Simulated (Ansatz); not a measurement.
## Thickness series of a HfN/AlN/HfN junction: the strained electrode

Ansatz 0.2.0; PBE DFT, plane waves, PAW files.

The structure is cubic, space group Fm-3m (No. 225). Conventional cell: a = 4.530 Å, b = 4.530 Å, c = 4.530 Å, α = 90.00°, β = 90.00°, γ = 90.00°. Nearest to Hf lie 6 N at 2.26 Å. N has 6 Hf at 2.26 Å nearest. Farther neighbours and most contacts between anions are not listed.

This run has no spin polarisation although its electron count is odd.

The steps of the relaxation:

| step | energy less that of the first step (eV) | largest force component (eV/Å) | pressure (GPa) | volume (Å³) |
| --- | --- | --- | --- | --- |
| 1 | 0.0000 | 0.0000 | 3.24 | 69.71 |
| 2 | 0.0012 | 0.0000 | -0.41 | 70.66 |
| 3 | -0.0035 | 0.0000 | 1.18 | 70.24 |
| 4* | -0.0052 | 0.0000 | 1.21 | 70.24 |

Relaxation steps marked * repeat the geometry before them on a plane-wave basis chosen anew for their cell, so energy and pressure can jump there.

Forces are held to the 36 operations that the run works with; a distortion that breaks them can't arise in this run.

| cell as run | before | after | change |
| --- | --- | --- | --- |
| a (Å) | 3.203 | 3.203 | -0.0 % |
| b (Å) | 3.203 | 3.203 | -0.0 % |
| c (Å) | 7.847 | 7.905 | +0.7 % |
| volume (Å³/atom) | 11.62 | 11.71 | +0.7 % |

Final coordinates:

```xyz
6
Lattice="3.2030 0.0000 0.0000 -1.6015 2.7739 0.0000 0.0000 0.0000 7.9053" Properties=species:S:1:pos:R:3 pbc="T T T"
Hf    0.0000    0.0000    0.0000
N     0.0000    1.8493    1.3176
Hf    1.6015    0.9246    2.6351
N     0.0000    0.0000    3.9527
Hf    0.0000    1.8493    5.2702
N     1.6015    0.9246    6.5878
```

Numbers from this step:

```yaml
free_energy: -48326.0957 eV
fermi_energy: 23.51 eV
pressure: 1.214 GPa
```

Q: Write an input that reproduces this.

The system, level and task follow from the heading and the kind of results. Meshes, cutoffs and thresholds can't be read from the results; these are the ones that the run used.

input.yaml reads:

```yaml
crystal:
  lattice:
    - [3.203, 0.0, 0.0]
    - [-1.6015, 2.7738793683, 0.0]
    - [0.0, 0.0, 7.8465223168]
  atoms:
    - { symbol: Hf, position: [0.0, 0.0, 0.0] }
    - { symbol: "N", position: [0.3333333333, 0.6666666667, 0.1666666667] }
    - { symbol: Hf, position: [0.6666666667, 0.3333333333, 0.3333333333] }
    - { symbol: "N", position: [0.0, 0.0, 0.5] }
    - { symbol: Hf, position: [0.3333333333, 0.6666666667, 0.6666666667] }
    - { symbol: "N", position: [0.6666666667, 0.3333333333, 0.8333333333] }
kpoints:
  mp_grid: { grid: [12, 12, 4] }
scf:
  occupations: { method: fermi_dirac, width: 0.1 }
  max_iter: 150
hamiltonian:
  xc: pbe
relax:
  f_tol: 0.01
  max_steps: 40
  cell: { fix: [a, b, angles] }
```

The run is started by

```console
> ansatz run input.yaml --threads 4 --pin off --max-ram 12288MiB --backend cpu --events-out ev --progress --plain --runs-dir out
```

[Logs are printed without paths, hosts, clocks, repeated set-up lines and the standing remarks that a program may print on its own settings, such as how far it seeks lower states.]

[Hosts, paths, dates, database ids (printed as entryN), source tags and the programs' standing remarks are cut or masked in the printed files.]
